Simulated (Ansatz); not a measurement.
## TiTe2 in Ansatz: the effect of Hubbard term

Crystal: TiTe2.

```
CELL_PARAMETERS angstrom
3.02557 0.00000 0.00000
0.00000 3.02557 0.00000
0.00000 0.00000 9.30163
ATOMIC_POSITIONS crystal
Ti 0.00000 0.00000 0.00000
Te 0.00000 0.00000 0.29431
Te 0.00000 0.00000 0.70569
```

The cell was built by a generator and needn't be a form met in nature.

Alike in all runs:

| Property | Result |
| --- | --- |
| Program | Ansatz 0.2.0 |
| Task | single point |
| Functional | LDA |
| Potentials or basis | Ansatz PAW |
| Cutoff | 420 eV |
| Density cutoff | 1680 eV |
| k mesh | 9 × 9 × 3 |
| Occupations | fermi-dirac, width 0.05 eV |
| Spin | no spin polarisation |
| Hubbard projectors | ortho-atomic (the default) |
| Double counting | fll (the default) |

Problem. One run gave: pressure 8.3 GPa; largest force 0.95 eV/Å. Which Hubbard term did it use?
A. Ti d U = 4 eV
B. Ti d U = 6 eV
C. Ti d U = 5 eV
D. Ti d U = 8 eV
E. Ti d U = 3 eV

Solution. D.

```tsv
Hubbard term	pressure (GPa)	largest force (eV/Å)
none	-1.4	0.21
Ti d U = 2 eV	0.1	0.11
Ti d U = 3 eV	1.3	0.01
Ti d U = 4 eV	3.4	0.18
Ti d U = 5 eV	4.8	0.34
Ti d U = 6 eV	6.2	0.56
Ti d U = 8 eV	8.3	0.95
```

Caveats: the PAW data sets come from PBE, with cores solved anew for the run's functional, which leaves a small shift of forces and pressure; U without spin polarisation on a metal has little footing (some runs); the U is typed as a test and isn't derived for this compound (some runs).

Not every run made on this cell is shown here.
